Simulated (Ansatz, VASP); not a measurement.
## One calculation of CrCuO2, two programs

```xyz
4
Lattice="1.5159 0.8752 5.8118 -1.5159 0.8752 5.8118 0.0000 -1.7504 5.8118" Properties=species:S:1:pos:R:3 pbc="T T T"
Cu    0.0000    0.0000    0.0000
Cr    0.0000    0.0000    8.7177
O     0.0000    0.0000   15.5538
O     0.0000    0.0000    1.8816
```

Change from the starting cell: volume scaled by 1.06.

Alike in both runs: task single point; functional PBEsol; k mesh 10 × 10 × 10; occupations fermi-dirac, width 0.05 eV; collinear spin, ferromagnetic start.

```csv
,VASP,Ansatz
version,VASP 6.6.1,Ansatz 0.2.0
potentials or method,"VASP PAW PBE potentials, release 64 (Cu, Cr_pv, O)",Ansatz PAW
plane-wave cutoff (eV),520,420
valence electrons in the cell,35,45
```

Ansatz gave:

| Property | Result |
| --- | --- |
| gap on the k mesh at the Fermi level (eV) | 0.89 |
| least direct gap on the mesh (eV) | 1.04 |
| pressure (GPa) | -12.6 |
| largest component of the traceless stress (GPa) | 4.41 |
| rms of the force components (eV/Å) | 0.090 |
| net moment per atom (μB) | 0.75 |
| size of the moment on the site where the two differ most (μB) | 2.45 |

Question: Which values does VASP return?

Answer: gap on the k mesh at the Fermi level (eV): 0.89; least direct gap on the mesh (eV): 1.04; pressure (GPa): -12.1; largest component of the traceless stress (GPa): 3.93; rms of the force components (eV/Å): 0.098; net moment per atom (μB): 0.75; size of the moment on the site where the two differ most (μB): 2.86.

Site moments also hang on the region over which each program counts them. Atom by atom the forces differ by 0.009 eV/Å (rms over components). The two sets of potentials don't hold the same shells in valence.

Caveats: only a ferromagnetic start was run, and an antiferromagnetic order may lie lower in energy; the PAW data sets were made with another functional, which shifts forces and pressure a little (VASP); the pressure holds a Pulay correction of +0.6 GPa for the finite cutoff (Ansatz); the PAW data sets come from PBE, with cores solved anew for the run's functional, which leaves a small shift of forces and pressure (Ansatz). A k mesh can miss the band edges.
